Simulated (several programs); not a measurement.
**What each method gives for AlN (h-MgO type)**

AlN in the h-MgO-type structure, relaxed with r2SCAN in Ansatz, was computed with several methods. It is hexagonal, P6_3/mmc (No. 194); conventional cell a = 3.292 Å, c = 4.137 Å, 9.71 Å³ an atom. Al has 5 N at 1.90–2.07 Å; N has 5 Al at 1.90–2.07 Å. Spin-unpolarised throughout. Whether this structure exists isn't addressed.

```
CELL_PARAMETERS angstrom
3.29235 0.00000 0.00000
-1.64617 2.85126 0.00000
0.00000 0.00000 4.13696
ATOMIC_POSITIONS crystal
Al 0.33333 0.66667 0.25000
Al 0.66667 0.33333 0.75000
N 0.66667 0.33333 0.25000
N 0.33333 0.66667 0.75000
```

Gaps and times are for a single point on this cell; volume and bulk modulus come from each method's own relaxation or energy curve at fixed shape, which is too stiff where a cell has free coordinates or axes. Times are rough, from shared hosts (Arm Neoverse N1; Arm Neoverse V2), and each method has its own mesh and cell size. A dagger marks a closed or tiny gap in a crystal that DFT finds insulating: a failure of the method or a wrong SCF state. A double dagger marks a value from a curve with shape and coordinates held. A star marks a curve whose lowest point is an end point. PM6 (MOPAC), PM7 (MOPAC), GFN1-xTB (tblite), GFN2-xTB (tblite) treat a cluster of cells at its zone centre, which samples few k points: where these miss a band edge, the gap comes out too large for that reason alone. Gaps from k meshes are read at a limited set of points (mesh, symmetry points, PBE's band edges), so each method's own least gap may be somewhat smaller. xTB and the PM methods were fitted mostly to molecules, and can miss a solid's gap by electronvolts. Minimal bases can be far off for gaps. Times of the plane-wave ladder aren't listed, since it ran on unlike processors and cards. GLLB-SC's gap includes the derivative discontinuity. G0W0 is at finite bands, cutoff and mesh. d marks a direct gap, i an indirect one (no mark: not told apart), a dash a value that wasn't computed or didn't pass its checks.

```csv
method,kind,gap (eV),own volume (Å³/atom),bulk modulus (GPa),atoms computed,processor time
PBEsol,semilocal,–,9.77,–,4,–
light PBE (260 eV and a coarse mesh),light plane-wave,3.33 d,–,–,4,0.51 s
PBE,semilocal,3.46 d,9.96,207‡,4,–
LDA,semilocal,3.47 d,9.53,–,4,–
r2SCAN,semilocal,4.03 d,9.71,227‡,4,–
GFN1-xTB (tblite),tight binding,0.02†,–,–,cluster,6.5 s
PBE/SZV (CP2K),small basis,4.36 d,10.80*‡,169*‡,4,6.8 s
GFN2-xTB (tblite),tight binding,1.94,10.28‡,174‡,cluster,8.6 s
PM7 (MOPAC),semi-empirical,7.02,–,–,cluster,9.4 s
PM6 (MOPAC),semi-empirical,11.98,–,–,cluster,12 s
GLLB-SC (GPAW),model potential,5.13,–,–,4,13 s
PBE/DZVP (CP2K),small basis,3.67 d,9.92‡,203‡,4,19 s
PBE/single zeta (GPAW),small basis,3.61 d,–,–,4,50 s
LC-ωPBE,hybrid,10.16 d,–,–,4,–
G0W0@LDA (140 eV screening cutoff),many-body,4.95,–,–,4,–
PBE0,hybrid,5.46 d,–,–,4,–
HSE06,hybrid,4.74 d,9.68,–,4,–
Hartree-Fock,exact exchange,12.41 d,–,–,4,–
DDH-PBE0,hybrid,5.19 d,–,–,4,–
G0W0@HSE06 (140 eV screening cutoff),many-body,5.51,–,–,4,–
G0W0@r2SCAN (210 eV screening cutoff),many-body,5.32,–,–,4,–
G0W0@PBE (220 eV screening cutoff),many-body,5.02,–,–,4,–
```

Against HSE06 (4.74 eV) and with closed or daggered gaps left aside, the nearest gap at the points sampled is that of G0W0@LDA (140 eV screening cutoff) (+0.21 eV) and the farthest that of Hartree-Fock (+7.67 eV). HSE06 is only a yardstick of convenience: for gaps this wide it usually falls short of measured ones, so a larger value can be the better one.

Volumes against r2SCAN's: PBEsol +0.7 %, PBE +2.6 %, LDA -1.8 %, HSE06 -0.3 %.
